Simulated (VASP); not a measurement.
## VASP inputs for AgCl (database structure)

INCAR

```
PREC = Accurate
ISIF = 2
NELM = 120
ENCUT = 520
NBANDS = 26
ISMEAR = -1
LELF = .TRUE.
IBRION = -1
LREAL = .FALSE.
SIGMA = 0.02
EDIFF = 1E-7
NSW = 0
LASPH = .TRUE.
LWAVE = .FALSE.
GGA = PE
LCHARG = .TRUE.
```

KPOINTS

```
KPOINTS created by Atomic Simulation Environment
0
Gamma
8 8 6
0 0 0
```

KPOINTS_OPT

```
special points
10
Reciprocal
0.0000000000 0.0000000000 0.0000000000 1
-0.5000000000 0.5000000000 0.0000000000 1
-0.2781134039 0.7218865961 0.0000000000 1
0.2781134039 0.2781134039 0.0000000000 1
0.0000000000 0.0000000000 0.5000000000 1
0.2781134039 0.2781134039 0.5000000000 1
-0.2781134039 0.7218865961 0.5000000000 1
-0.5000000000 0.5000000000 0.5000000000 1
0.0000000000 0.5000000000 0.0000000000 1
0.2447920000 0.2447920000 0.0000000000 1
```

POSCAR

```
Ag Cl
 1.0000000000000000
     1.8631407279519405   -5.5559579210109877    0.0000000000000000
     1.8631407279519405    5.5559579210109877    0.0000000000000000
     0.0000000000000000    0.0000000000000000    3.9420485703213526
 Ag  Cl
   2   2
Cartesian
  1.8631407279519403  1.1581248883810924  2.9565364277410140
  1.8631407279519403 -1.1581248883810920  0.9855121425803380
  1.8631407279519405 -4.0660832521519481  0.9855121425803380
  1.8631407279519405  4.0660832521519481  2.9565364277410140
```

VASP ran with the recommended PBE PAW datasets (36 valence electrons in the cell).

Question: Estimate the main results of this run.

Answer: gap between bands v and c 0.45 eV; least direct gap 1.97 eV; pressure 1.6 GPa; largest force 0.01 eV/Å.

Band v is the last that the valence electrons fill when counted band by band, and c is the next. Levels in eV from the top of v:

```json
{"point": "Γ", "v−1": "-1.71", "v": "-1.52", "c": "0.45", "c+1": "3.08"}
{"point": "Y", "v−1": "-1.65", "v": "-1.52", "c": "2.04", "c+1": "3.60"}
{"point": "C_0", "v−1": "-0.10", "v": "-0.07", "c": "2.89", "c+1": "5.58"}
{"point": "Σ_0", "v−1": "-0.10", "v": "-0.07", "c": "2.89", "c+1": "5.58"}
{"point": "Z", "v−1": "-0.13", "v": "-0.13", "c": "4.36", "c+1": "4.36"}
{"point": "A_0", "v−1": "-1.39", "v": "-1.39", "c": "2.94", "c+1": "2.94"}
{"point": "E_0", "v−1": "-1.39", "v": "-1.39", "c": "2.94", "c+1": "2.94"}
{"point": "T", "v−1": "-0.17", "v": "-0.17", "c": "3.67", "c+1": "3.67"}
```
